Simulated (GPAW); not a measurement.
Write an ASE script for GPAW 26.7.0 that does the following.

```yaml
Task: relaxation of cell and atoms
Functional: revPBE
Dispersion: D3(BJ)
Potentials_or_basis: the program's PAW data sets (release 1.2.1) made for this functional
Cutoff: 600 eV
Basis: pw
k_mesh: 11 × 11 × 11
Occupations: fermi-dirac, width 0.05 eV
Spin: no spin polarisation
Maxiter: 150
Optimizer: BFGS
Fmax: 0.02 eV/Å
Max_steps: 100
Convergence: density=1e-05 forces=0.0001
```

The system is Ta.

```
Ta
1.0
    -1.65128    1.65128    1.65128
     1.65128   -1.65128    1.65128
     1.65128    1.65128   -1.65128
Ta
1
Direct
  0.00000 0.00000 0.00000
```

One way to write it, as run:

run.py

```python
from ase import Atoms
from ase.calculators.mixing import SumCalculator
from ase.filters import FrechetCellFilter
from ase.io import write
from ase.optimize import BFGS
from dftd3.ase import DFTD3
from gpaw import GPAW, PW

atoms = Atoms(['Ta'],
              cell=[[-1.65128, 1.65128, 1.65128],
                    [1.65128, -1.65128, 1.65128],
                    [1.65128, 1.65128, -1.65128]],
              scaled_positions=[[0.0, 0.0, 0.0]],
              pbc=True)

calc = GPAW(mode=PW(600),
            xc='revPBE',
            kpts={'size': (11, 11, 11), 'gamma': True},
            occupations={'name': 'fermi-dirac', 'width': 0.05},
            nbands=15,
            convergence={'density': 1e-05, 'forces': 0.0001},
            maxiter=150,
            txt='gpaw.txt')
atoms.calc = SumCalculator([calc, DFTD3(method='revpbe', damping='d3bj')])
opt = BFGS(FrechetCellFilter(atoms), trajectory='relax.traj', logfile='-')
done = opt.run(fmax=0.02, steps=100)
calc.write('gs.gpw')
write('result.traj', atoms)
print('Converged:', done)
print('Cell:', atoms.cell.cellpar().round(4))
print('Volume:', round(atoms.get_volume(), 4))
print(atoms.get_scaled_positions().round(5))
```

Potentials or basis: the program's PAW data sets (release 1.2.1) made for this functional, pw.

The run is started by

```console
$ OMP_NUM_THREADS=1 python run.py
```

It gave:

| Item | Value |
| --- | --- |
| Relaxed volume | 17.55 Å³/atom |
| Relaxed cell | a = 2.835 Å, b = 2.835 Å, c = 2.835 Å, α = 109.47°, β = 109.47°, γ = 109.47° |
| Space group after relaxing (to 0.05 Å) | Im-3m (No. 229) |
| Energy gained by relaxing | 8.5 meV/atom |
| Ionic steps | 3 |
| Pressure after relaxing | 0.0 GPa |
| Band gap on the k mesh | none (metal or under the smearing width) |
| Dispersion energy per atom | -1.208 eV |

Caveat: later steps reuse the first step's grids; pairwise dispersion overbinds metals, which lowers pressure and volume.

It took 33 s on 1 thread of Arm Neoverse V1 (shared host), peak memory 0.17 GiB.
